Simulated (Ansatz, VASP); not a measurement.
## Cross-check of MoS2 (2H-MoS2, 1 layer) between VASP and Ansatz

Aim: how closely do two programs agree when they are given the same cell, functional and k mesh? Of the first pair: The structure shown is the start of the Ansatz relaxation below; VASP solves that cell, so the two are compared at the walk's first step.

Calculated with Ansatz 0.2.0; plane waves, with VASP 6.6.1 beside it; single point at PBE.

### Step 1. Set-up

The cell holds 3 atoms: 2 S and 1 Mo. Cell: a = 3.180 Å, b = 3.180 Å, c = 18.263 Å, α = 90.0°, β = 90.0°, γ = 120.0°. Vacuum lies along c.

### Step 2. Ansatz: relaxation, PBE

Ansatz runs on its default PAW (the set named soft_2) files.

The two programs are compared at the cell with which this relaxation starts, whose forces are those of its first step.

The input, input.yaml:

```yaml
crystal:
  lattice:
    - [3.18, 0.0, 0.0]
    - [-1.59, 2.753960784, 0.0]
    - [0.0, 0.0, 18.262597738]
  atoms:
    - { symbol: S, position: [0.3333333333, 0.6666666667, 0.4106754202] }
    - { symbol: Mo, position: [0.0, 0.0, 0.5] }
    - { symbol: S, position: [0.3333333333, 0.6666666667, 0.5893245798] }
kpoints:
  mp_grid: { grid: [12, 12, 1] }
hamiltonian:
  xc: pbe
scf:
  occupations: { method: fermi_dirac, width: 0.05 }
  convergence: { dr2_threshold: 1.0e-08 }
efield:
  axis: 3
  dipole_correction: true
  ramp_position: 0.97
  ramp_width: 0.04
relax:
  f_tol: 0.01
  cell: { fix: [c, alpha, beta] }
output:
  write_potential: true
  write_density: true
  volumetric_format: npy
```

Command:

```bash
$ ansatz run input.yaml --threads 2 --pin off --max-ram 4096MiB --backend cpu --events-out ev --progress --plain --runs-dir out
```

Numbers of over 12 decimals in the logs are rounded to 6 here.

Log:

```text
Warning: relax.cell: scf.convergence.dr2_threshold = 1e-8 eV is looser than the 3e-10 eV advised for a relaxation that steers and ends on the stress (1e-10 eV for each atom of the cell: 3). What an SCF threshold leaves in a stress goes as its square root, and in the free energy as the threshold itself, and one threshold admits the most on a small cell: [figures from the program's tests cut] Set scf.convergence.dr2_threshold to 3e-10 eV or tighter. The threshold is an SCF's pass mark: one that does not reach it within its budget of iterations ends unconverged, or closes short of it on a stop that the run arms, and scf.convergence.dr2_threshold's page says what that costs each kind of run
Engine: ansatz 0.2.0, aarch64-unknown-linux-gnu
Pseudopotentials: kind: paw
Pseudopotential: S, paw, valence charge 6, recommended cutoff 420 eV (normal), S.paw.azcp
Pseudopotential: Mo, paw, valence charge 14, recommended cutoff 420 eV (normal), Mo.paw.azcp
Functional definition: PBE
  parameter kappa = 0.804
  parameter beta = 0.066725
  exchange = pbe_x(kappa = kappa, mu = beta*pi^2/3)
  correlation = pbe_c(beta = beta)
Crystal: 3 atoms, lattice volume = 159.936 Å³
Basis set: ecut = 420 eV, 3121 PW (Γ), exchange–correlation on 48×48×250 points (8 copies of the dense FFT grid, shifted against one another)
Bands: 17, of which v1, the nominal top of the filled ones, is band 13 counted from 1 (12 counted from 0)
Symmetry: 6 space group operations
k-points: 19 of 144 (time reversal used)
Non-local potential: S, projectors of the file, l = 0: 2, l = 1: 2, l = 2: 2
Non-local potential: Mo, projectors of the file, l = 0: 3, l = 1: 2, l = 2: 2, l = 3: 1
PAW form: soft (Blöchl's): semilocal exchange-correlation on the pseudo side does not see the compensation charge
PAW one-centre angular grid: S, 110 points (default); XC on 64 Gauss nodes
PAW one-centre angular grid: Mo, 590 points (default); XC on 64 Gauss nodes
Initial density: superposition of atomic densities (neutral atoms: chi_scale 0, normalization atom), corrected by the library's trained network
Initial wavefunctions: pseudopotential atomic-orbital guess
Functional: x = pbe(κ = 0.804, μ = 0.219515), c = pbe(β = 0.066725)
SCF iter   1: F=—  HF=-6762.728546 eV  |F-HF|=—  |Δ(HF+E_count)|=         —  Δρ=3.16e-3  dr2=5.07e-3  ethr=1.77e-3  p=0.001 e·Å  D=7.12e-4 V/Å  ΔV_dip=-0.01 eV  dr2_dipole=2.96e-6  V_vac-E_F(+/−)=5.11/5.13 eV  ⟨swp⟩=9.7  Hψ=2315  notcnv=0
efield: sawtooth ramp at fractional position 0.9700 (set: `efield.ramp_position`, or a place that a band, a saddle search or an elastic batch's reference lends), width 0.0400; the density the first Hamiltonian is built on has a dipole p = 0.001 e·Å; the dipole correction subtracts the counter field D = 7.12e-4 V/Å, which shifts the + side's vacuum level by -0.01 eV against the − side's; the planar-averaged density in the ramp window peaks in size at 5.8e-5 e/Å³
preconditioner: auto → none  [insulator: Δε(μ)=1.673 eV  Ē_g=7.767 eV  σ=0.050 eV  W_gap=1.00  n_scr=10 (ndim 8)  ℏωp=12.5 eV  f_vac=0.627  D(μ)=0.00/eV (n_scr^D=0)  ε∞_Penn≈3.6]
SCF iter   2: F=—  HF=-6762.735495 eV  |F-HF|=—  |Δ(HF+E_count)|=   6.95e-3  Δρ=1.98e-3  dr2=8.51e-3  ethr=1.95e-5  p=-0.001 e·Å  D=-5.83e-4 V/Å  ΔV_dip=0.01 eV  dr2_dipole=4.25e-5  V_vac-E_F(+/−)=5.14/5.13 eV  ⟨swp⟩=2.3  Hψ=761  notcnv=0
SCF iter   3: F=—  HF=-6762.737929 eV  |F-HF|=—  |Δ(HF+E_count)|=   2.43e-3  Δρ=1.98e-3  dr2=1.63e-2  ethr=1.95e-5  p=0.002 e·Å  D=2.56e-3 V/Å  ΔV_dip=-0.05 eV  dr2_dipole=3.70e-4  V_vac-E_F(+/−)=4.97/5.02 eV  ⟨swp⟩=2.1  Hψ=554  notcnv=0
SCF iter   4: F=—  HF=-6762.736325 eV  |F-HF|=—  |Δ(HF+E_count)|=   1.60e-3  Δρ=1.07e-3  dr2=1.40e-3  ethr=1.95e-5  p=-0.001 e·Å  D=-1.25e-3 V/Å  ΔV_dip=0.02 eV  dr2_dipole=1.21e-4  V_vac-E_F(+/−)=5.06/5.04 eV  ⟨swp⟩=2.0  Hψ=402  notcnv=0
SCF iter   5: F=—  HF=-6762.737247 eV  |F-HF|=—  |Δ(HF+E_count)|=   9.22e-4  Δρ=2.04e-4  dr2=4.25e-5  ethr=5.39e-6  p=0.000 e·Å  D=1.81e-4 V/Å  ΔV_dip=-0.00 eV  dr2_dipole=2.69e-6  V_vac-E_F(+/−)=5.03/5.04 eV  ⟨swp⟩=2.5  Hψ=455  notcnv=0
SCF iter   6: F=—  HF=-6762.737225 eV  |F-HF|=—  |Δ(HF+E_count)|=   2.22e-5  Δρ=5.33e-5  dr2=8.66e-6  ethr=1.63e-7  p=-0.000 e·Å  D=-9.95e-6 V/Å  ΔV_dip=0.00 eV  dr2_dipole=1.14e-8  V_vac-E_F(+/−)=5.04/5.04 eV  ⟨swp⟩=2.5  Hψ=569  notcnv=0
SCF iter   7: F=—  HF=-6762.737107 eV  |F-HF|=—  |Δ(HF+E_count)|=   1.18e-4  Δρ=1.53e-5  dr2=3.80e-7  ethr=3.33e-8  p=0.000 e·Å  D=7.70e-7 V/Å  ΔV_dip=-0.00 eV  dr2_dipole=3.04e-11  V_vac-E_F(+/−)=5.04/5.04 eV  ⟨swp⟩=2.2  Hψ=494  notcnv=0
[...]
SCF iter   6: F=—  HF=-6762.816001 eV  |F-HF|=—  |Δ(HF+E_count)|=   9.02e-9  Δρ=5.60e-6  dr2=4.16e-7  ethr=5.52e-10  p=0.000 e·Å  D=4.48e-5 V/Å  ΔV_dip=-0.00 eV  dr2_dipole=1.23e-7  V_vac-E_F(+/−)=5.09/5.09 eV  ⟨swp⟩=2.0  Hψ=430  notcnv=0
SCF iter   7: F=—  HF=-6762.816001 eV  |F-HF|=—  |Δ(HF+E_count)|=   4.05e-8  Δρ=2.18e-6  dr2=5.89e-8  ethr=5.52e-10  p=0.000 e·Å  D=1.46e-5 V/Å  ΔV_dip=-0.00 eV  dr2_dipole=1.72e-8  V_vac-E_F(+/−)=5.09/5.09 eV  ⟨swp⟩=2.0  Hψ=364  notcnv=0
SCF iter   8: F=-6762.816001 eV  HF=-6762.816001 eV  |F-HF|=1.53e-9  |Δ(HF+E_count)|=   5.81e-9  Δρ=3.79e-7  dr2=1.24e-9  ethr=3.85e-11  p=0.000 e·Å  D=2.47e-7 V/Å  ΔV_dip=-0.00 eV  dr2_dipole=3.80e-10  V_vac-E_F(+/−)=5.09/5.09 eV  ⟨swp⟩=8.4  Hψ=2201  notcnv=0
SCF 4 converged in 8 iterations: F = -6762.816001 eV  dr2 = 1.24e-9
relax step   4: F+E_penalty+E_count = -6762.81600062 eV  Δ(F+E_penalty+E_count) = -3.972e-4 eV  max|allowed force component| = 5.836e-3 eV/Å  Δτ_max = 0.0035 Å  P = -0.012 GPa  Ω = 160.416 Å³  energy of the carried Pulay correction = -1.691e-5 eV  fix = [c, alpha, beta]  reactions: c -0.019 GPa  (8 SCF iters, accepted)
Initial wavefunctions: pseudopotential atomic-orbital guess (no wavefunctions were taken with the density)
iter 1 solved again at ethr=9.87e-8 eV; its pass at ethr=3.10e-3 eV (dr2=2.57e-5 eV) is discarded
SCF iter   1: F=—  HF=-6762.815967 eV  |F-HF|=—  |Δ(HF+E_count)|=         —  Δρ=2.28e-5  dr2=1.97e-8  ethr=9.87e-8  p=0.000 e·Å  D=2.47e-7 V/Å  ΔV_dip=-0.00 eV  dr2_dipole=3.62e-10  V_vac-E_F(+/−)=5.09/5.09 eV  ⟨swp⟩=4.4  Hψ=3556  notcnv=0
efield: sawtooth ramp at fractional position 0.9700 (set: `efield.ramp_position`, or a place that a band, a saddle search or an elastic batch's reference lends), width 0.0400; the density the first Hamiltonian is built on has a dipole p = 0.000 e·Å; the dipole correction subtracts the counter field D = 2.47e-7 V/Å, which shifts the + side's vacuum level by -0.00 eV against the − side's; the planar-averaged density in the ramp window peaks in size at 2.9e-6 e/Å³
preconditioner: auto → none  [insulator: Δε(μ)=1.657 eV  Ē_g=8.019 eV  σ=0.050 eV  W_gap=1.00  n_scr=10 (ndim 8)  ℏωp=12.4 eV  f_vac=0.634  D(μ)=0.00/eV (n_scr^D=0)  ε∞_Penn≈3.4]
SCF iter   2: F=—  HF=-6762.815955 eV  |F-HF|=—  |Δ(HF+E_count)|=   1.27e-5  Δρ=1.14e-5  dr2=2.84e-8  ethr=7.57e-11  p=-0.000 e·Å  D=-1.40e-5 V/Å  ΔV_dip=0.00 eV  dr2_dipole=7.08e-9  V_vac-E_F(+/−)=5.09/5.09 eV  ⟨swp⟩=3.5  Hψ=836  notcnv=0
SCF iter   3: F=—  HF=-6762.815983 eV  |F-HF|=—  |Δ(HF+E_count)|=   2.85e-5  Δρ=8.10e-6  dr2=2.17e-7  ethr=7.57e-11  p=0.000 e·Å  D=3.17e-5 V/Å  ΔV_dip=-0.00 eV  dr2_dipole=6.43e-8  V_vac-E_F(+/−)=5.09/5.09 eV  ⟨swp⟩=3.4  Hψ=576  notcnv=0  recentre
SCF iter   4: F=-6762.816015 eV  HF=-6762.816014 eV  |F-HF|=1.70e-6  |Δ(HF+E_count)|=   3.04e-5  Δρ=9.59e-7  dr2=5.49e-10  ethr=3.85e-11  p=-0.000 e·Å  D=-3.27e-6 V/Å  ΔV_dip=0.00 eV  dr2_dipole=2.09e-11  V_vac-E_F(+/−)=5.09/5.09 eV  ⟨swp⟩=9.7  Hψ=2605  notcnv=0
SCF 5 converged in 4 iterations: F = -6762.816015 eV  dr2 = 5.49e-10
relax step   5: F+E_penalty+E_count = -6762.81601525 eV  Δ(F+E_penalty+E_count) = -1.462e-5 eV  max|allowed force component| = 5.840e-3 eV/Å  Δτ_max = 0.0000 Å  P = -0.012 GPa  Ω = 160.416 Å³  fix = [c, alpha, beta]  reactions: c -0.018 GPa  stress off target by 8.99e-3 GPa on what of the cell is left free  SCF on the basis re-selected at this cell (its energy is not comparable with the rows above)  (4 SCF iters)
basis re-selected at this cell: Δ(F+E_penalty+E_count) = -1.462e-5 eV, ΔP = +0.000 GPa vs the last step (what re-selecting the basis moved, of the pressure what is left beyond the Pulay correction that the steps carried, after the strain that the cell walked since its last selection, with what the two solves' SCF thresholds leave and, on support functions, any second-order correction that the steps lacked; it is no m [...]
WARN: The input density's exchange-correlation potential varies sharply where the density is thin. Do not read a vacuum level from v_tot or v_xc, or from such a field of the output density. On a cell that repeats whose density bears no net charge and no dipole along the vacuum's axis use v_es (v_loc + v_h of the components); under efield.dipole_correction with no amplitude use v_es + v_field, which holds any external [...]
SCF converged after 4 iterations
Free energy (F): -6762.816015 eV
Harris-Foulkes:  -6762.816014 eV  (|F-HF|=1.70e-6)
Internal energy: -6762.816015 eV  (E = F + TS)
E sigma→0 (E₀):  -6762.816015 eV
Fermi energy:    0.311658 eV
Dipole field:    D = 0.000004 V/Å  (p = 0.000003 e·Å, saw-weighted, corrected)
Work function:   Φ+ = 5.0921 eV   Φ− = 5.0921 eV
Levels:          The Fermi level and band energies are counted from a zero that moves with the ramp; work functions are not
--- Per-component energies (eV) ---
  E_band       = -435.546067
  E_kinetic    = 654.875421
  E_local      = -14043.934962  (includes V_loc(G=0)·N_el)
  E_nonlocal   = 199.060156
  E_hartree    = 6656.025536
  E_xc         = -378.027882
  E_vxc        = -404.334492  (∫ρ·V_xc dr)
  E_paw        = -4401.469300  (= ΣΔE_a)
  E_vpaw       = -153.266288  (= ΣTr[D̂ρ^β])
  E_aug_tail   = 0.000043  (compensation charges beyond the density's cutoff)
  E_efield     = 0.000000  (sawtooth field / dipole correction)
  E_vefield    = -0.000017  (∫n·V_field dr)
  E_ewald      = 4550.654972
  E_smearing   = -0.000000  (= −TS)
  E_closure    = 0.000000  (closes the sum)
  Σ components = -6762.816015   (vs F -6762.816015, Δ=0.00e0)
--- Forces (eV/Å), atoms counted from 1 ---
  atom   1  S      0.00000000    -0.00000000     0.00583864
  atom   2  Mo    -0.00000000    -0.00000000    -0.00000871
  atom   3  S      0.00000000    -0.00000000    -0.00583351
  max |Σ_I F_I| component: 3.58e-6 eV/Å
--- Stress (GPa, compression-positive) ---
       -0.008986       0.000000       0.000000
        0.000000      -0.008986       0.000000
        0.000000       0.000000      -0.018215
  P = ⅓ Tr σ = -0.0121 GPa (-0.121 kbar)
--- Band table (eV; the first three rows and the last of 19) ---
  k-point 0: bands = [... 9 lower, -2.3025, -2.0400, -2.0400, -0.5374, 2.2167, 2.2167, 2.4637, 2.4637]
  k-point 1: bands = [... 9 lower, -2.7942, -2.2023, -1.7045, -0.5894, 2.0836, 2.1882, 2.3486, 2.3953]
  k-point 2: bands = [... 9 lower, -2.7395, -2.5850, -1.6123, -0.8233, 1.7587, 2.0299, 2.0805, 2.8049]
  k-point 18: bands = [... 9 lower, -4.0779, -3.3983, -2.6779, -0.5557, 1.1197, 2.5229, 2.9895, 4.3053]
--- Relaxed structure (4 steps of the walk, 4 accepted, 1 SCFs on fresh bases) ---
  F+E_penalty+E_count = -6762.81601525 eV   max|allowed force component| = 5.840e-3 eV/Å   (the final SCF, on the basis selected at the relaxed cell)
  cell:  # Å, volume = 160.4159 Å³
    - [3.184763, 0.0, 0]
    - [-1.592381, 2.758086, 0]
    - [0, 0, 18.262597738]
  atoms:
    - { symbol: S, position: [0.333333, 0.666667, 0.414417] }
    - { symbol: Mo, position: [0, -2.8783559898885975e-17, 0.500000] }
    - { symbol: S, position: [0.333333, 0.666667, 0.585583] }
```

The column dr2 measures how far the density is from self-consistency, as an energy; F and HF (Harris–Foulkes) agree once it is small.

### Step 3. VASP: single point, PBE, start cell, pair 1

The same cell, functional, mesh and smearing now go to VASP, with its own data sets.

Lines of VASP's logs that name or quote its potential files are left out, and so is its time.

The input, INCAR:

```
SYSTEM = MoS2
PREC = Accurate
ENCUT = 400
EDIFF = 1E-06
NELM = 120
ISMEAR = -1
SIGMA = 0.05
LREAL = .FALSE.
ALGO = Normal
GGA = PE
NBANDS = 19
LASPH = .TRUE.
LORBIT = 11
LWAVE = .FALSE.
LCHARG = .FALSE.
ISIF = 2
LDIPOL = .TRUE.
IDIPOL = 3
DIPOL = 0.5 0.5 0.5
LVHAR = .TRUE.
GGA_COMPAT = .FALSE.
EFERMI = MIDGAP
NELMDL = -8
```

The input, POSCAR:

```
MoS2
1.0
    3.1800000000      0.0000000000      0.0000000000
   -1.5900000000      2.7539610000      0.0000000000
    0.0000000000      0.0000000000     18.2625980000
S Mo
2 1
Direct
    0.3333333333      0.6666666667      0.4106754143
    0.3333333333      0.6666666667      0.5893245857
    0.0000000000      0.0000000000      0.5000000000
```

The input, KPOINTS:

```
Automatic mesh
0
Gamma
12 12 1
0 0 0
```

The projector-augmented-wave data sets are S and Mo_sv (PBE family, release 64).

Command:

```bash
$ mpirun -np 1 vasp_std
```

Log:

```text
[banner, memory and clock lines left out]
running    1 mpi-ranks, on    1 nodes
 distrk:  each k-point on    1 cores,    1 groups
 distr:  one band on    1 cores,    1 groups

 POSCAR found type information on POSCAR S Mo
 POSCAR found :  2 types and       3 ions
 LDA part: xc-table for (Slater+PW92), standard interpolation
 POSCAR, INCAR and KPOINTS ok, starting setup
 FFT: planning ... GRIDC
 FFT: planning ... GRID_SOFT
 FFT: planning ... GRID
 WAVECAR not read
 entering main loop
       N       E                     dE             d eps       ncg     rms          rms(c)
DAV:   1     0.124649132977E+03    0.12465E+03   -0.12624E+04   986   0.903E+02
DAV:   2    -0.148907601113E+02   -0.13954E+03   -0.13731E+03   993   0.220E+02
DAV:   3    -0.232196637221E+02   -0.83289E+01   -0.82510E+01   935   0.486E+01
DAV:   4    -0.233525975350E+02   -0.13293E+00   -0.13267E+00   926   0.636E+00
DAV:   5    -0.233562355526E+02   -0.36380E-02   -0.36376E-02   949   0.966E-01
DAV:   6    -0.233563631887E+02   -0.12764E-03   -0.12763E-03   970   0.173E-01
DAV:   7    -0.233563682380E+02   -0.50493E-05   -0.50494E-05   984   0.304E-02
DAV:   8    -0.233563685234E+02   -0.28536E-06   -0.28528E-06   884   0.664E-03    0.213E+01
DAV:   9    -0.223392424421E+02    0.10171E+01   -0.14106E+01   781   0.217E+01    0.883E+00
DAV:  10    -0.220506016681E+02    0.28864E+00   -0.80210E+00   801   0.154E+01    0.563E+00
DAV:  11    -0.217744560183E+02    0.27615E+00   -0.14834E+00   800   0.705E+00    0.164E+00
DAV:  12    -0.217760128153E+02   -0.15568E-02   -0.53713E-02   869   0.142E+00    0.889E-01
DAV:  13    -0.217701151913E+02    0.58976E-02   -0.30059E-02   814   0.107E+00    0.185E-01
DAV:  14    -0.217696702984E+02    0.44489E-03   -0.10088E-03   911   0.212E-01    0.711E-02
[...]
DAV:  18    -0.217695359436E+02   -0.19068E-04   -0.12601E-05   896   0.143E-02    0.991E-03
DAV:  19    -0.217695810243E+02   -0.45081E-04   -0.10017E-05   803   0.124E-02    0.427E-03
DAV:  20    -0.217695986276E+02   -0.17603E-04   -0.65687E-06   842   0.109E-02    0.581E-03
DAV:  21    -0.217696377555E+02   -0.39128E-04   -0.21482E-06   691   0.771E-03    0.283E-03
DAV:  22    -0.217696622313E+02   -0.24476E-04   -0.12022E-06   760   0.328E-03    0.281E-03
DAV:  23    -0.217696722390E+02   -0.10008E-04   -0.52421E-07   703   0.300E-03    0.814E-04
DAV:  24    -0.217696748468E+02   -0.26078E-05   -0.12787E-07   600   0.104E-03    0.522E-04
DAV:  25    -0.217696753440E+02   -0.49719E-06   -0.16931E-08   507   0.558E-04
   1 F= -.21769675E+02 E0= -.21769675E+02  d E =-.606617E-08
```

OUTCAR, selected parts (step 3):

```text
ion  position               nearest neighbor table
   1  0.333  0.667  0.411-   3 2.46   3 2.46   3 2.46
   2  0.333  0.667  0.589-   3 2.46   3 2.46   3 2.46
   3  0.000  0.000  0.500-   1 2.46   2 2.46   1 2.46   2 2.46   1 2.46   2 2.46

  LATTYP: Found a hexagonal cell.
 ALAT       =     3.1800000000
 C/A-ratio  =     5.7429553459

 Subroutine GETGRP returns: Found 12 space group operations
 (whereof 12 operations were pure point group operations)

The static configuration has the point symmetry D_3h.

 Found     19 irreducible k-points:

   k-points           NKPTS =     19   k-points in BZ     NKDIM =     19   number of bands    NBANDS=     19

   dimension x,y,z NGX =    24 NGY =   24 NGZ =  120
   dimension x,y,z NGXF=    48 NGYF=   48 NGZF=  240

   ENCUT  =  400.0 eV  29.40 Ry    5.42 a.u.   5.19  5.19 29.78*2*pi/ulx,y,z

   NELECT =      26.0000    total number of electrons

 k-points in reciprocal lattice and weights: Automatic mesh
   0.00000000  0.00000000  0.00000000       0.007
   0.08333333 -0.00000000  0.00000000       0.042
   0.16666667 -0.00000000  0.00000000       0.042
   0.25000000 -0.00000000  0.00000000       0.042
   0.33333333 -0.00000000  0.00000000       0.042
   0.41666667 -0.00000000  0.00000000       0.042
   0.50000000 -0.00000000  0.00000000       0.021
   0.08333333  0.08333333  0.00000000       0.042
   0.16666667  0.08333333  0.00000000       0.083
[...]
0.33333333  0.25000000  0.00000000       0.083
   0.33333333  0.33333333  0.00000000       0.014

 dipolmoment           0.000000      0.000000     -0.000000 electrons x Angstroem

 average (electrostatic) potential at core
       1 -92.8754       2 -92.8754       3 -83.2821

 E-fermi :  -0.7533

 k-point     1 :       0.0000    0.0000    0.0000
  band No.  band energies     occupation
    ...
      9      -3.8382      2.00000
     10      -3.5556      2.00000
     11      -2.8147      2.00000
     12      -2.8147      2.00000
     13      -1.8535      2.00000
     14       1.1184      0.00000
     15       1.1184      0.00000
     16       1.2076      0.00000
     17       1.2076      0.00000
     18       3.6780      0.00000
    ...

 k-point     2 :       0.0833   -0.0000    0.0000
  band No.  band energies     occupation
    ...
      9      -3.8577      2.00000
     10      -3.7348      2.00000
     11      -2.9776      2.00000
     12      -2.6906      2.00000
     13      -1.8829      2.00000
     14       0.9207      0.00000
     15       0.9768      0.00000
     16       1.1024      0.00000
     17       1.2787      0.00000
     18       3.8604      0.00000
    ...

 k-point     3 :       0.1667   -0.0000    0.0000
  band No.  band energies     occupation
    ...
      9      -4.4177      2.00000
     10      -3.4494      2.00000
     11      -3.3604      2.00000
     12      -2.7381      2.00000
     13      -2.0483      2.00000
     14       0.4659      0.00000
     15       0.8619      0.00000
     16       0.9030      0.00000
     17       1.6373      0.00000
     18       4.2833      0.00000
    ...

  Total       -1.1598210     -1.1598212     -3.8504961      0.0000000      0.0000000      0.0000000
  in kB      -11.6186077    -11.6186095    -38.5726788      0.0000000      0.0000000      0.0000000
  external PRESSURE =     -20.6032987 kB  Pullay stress =       0.0000000 kB

  energy-cutoff  :      400.00
  volume of cell :      159.94
      direct lattice vectors                 reciprocal lattice vectors
     3.180000000  0.000000000  0.000000000     0.314465409  0.181556674  0.000000000
    -1.590000000  2.753961000  0.000000000     0.000000000  0.363113348  0.000000000
     0.000000000  0.000000000 18.262598000     0.000000000  0.000000000  0.054756722

 POSITION                                       TOTAL-FORCE (eV/Angst)
 -----------------------------------------------------------------------------------
     -0.00000      1.83597      7.50000         0.000000      0.000000      1.142797
     -0.00000      1.83597     10.76260         0.000000      0.000000     -1.142797
      0.00000      0.00000      9.13130        -0.000000     -0.000000      0.000000
 -----------------------------------------------------------------------------------
    total drift:                                0.000000      0.000002     -0.000000

  FREE ENERGIE OF THE ION-ELECTRON SYSTEM (eV)
  ---------------------------------------------------
  free  energy   TOTEN  =       -21.7696753440 eV

  energy  without entropy=      -21.7696753379  energy(sigma->0) =      -21.76967534

 vacuum level on the upper side and lower side of the slab         4.259         4.259

 total charge
# of ion       s       p       d       tot
------------------------------------------
    1        1.365   2.308   0.000   3.673
    2        1.365   2.308   0.000   3.673
    3        2.275   6.199   3.858  12.332
--------------------------------------------------
tot          5.005  10.816   3.858  19.679

[... 3 further parts left out ...]
```

This run has no spin polarisation, so a moment on Mo, if there is one, isn't seen.

(Part 1 of 2 ends here.)

[Lines on the potential files, build, host, timing and source positions are cut from VASP's logs without a mark.]

[Logs are printed without paths, hosts, clocks, repeated set-up lines and the standing remarks that a program may print on its own settings, such as how far it seeks lower states.]

[Hosts, paths, dates, database ids (printed as entryN), source tags and the programs' standing remarks are cut or masked in the printed files.]
